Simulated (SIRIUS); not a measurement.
**Si2W in SIRIUS: the effect of potentials**

The system is Si2W.

```xyz
3
Lattice="-1.6069 1.6069 3.9150 1.6069 -1.6069 3.9150 1.6069 1.6069 -3.9150" Properties=species:S:1:pos:R:3 pbc="T T T"
W     0.0000    0.0000    0.0000
Si    0.0000    0.0000    5.2092
Si    0.0000    0.0000    2.6207
```

Alike in all runs:

| Quantity | Value |
| --- | --- |
| Program | SIRIUS 7.10.0 |
| Task | single point |
| Functional | PBE |
| k mesh | 8 × 8 × 8 |
| Occupations | fermi-dirac, width 0.05 eV |
| Spin | no spin polarisation |

| potentials | cutoff | pressure (GPa) |
| --- | --- | --- |
| PseudoDojo 0.4.1 PBE standard (scalar relativistic) | 1030 eV | 3.3 |
| GBRV 1.5 PBE (ultrasoft) | 557 eV | ? |
| PseudoDojo 0.5 PBE standard (scalar relativistic) | 1030 eV | 3.3 |
| SSSP 1.3.0 PBE efficiency | 828 eV | 3.4 |
| PseudoDojo 0.5 PBE stringent (scalar relativistic) | 1030 eV | 3.3 |
| SPMS 1.0 PBE (norm-conserving) | 1030 eV | 3.2 |
| JTH 2.0 PBE (PAW) | 557 eV | 3.1 |

Problem. What does the run with potentials GBRV 1.5 PBE (ultrasoft) give?

Solution. Pressure 2.0 GPa.
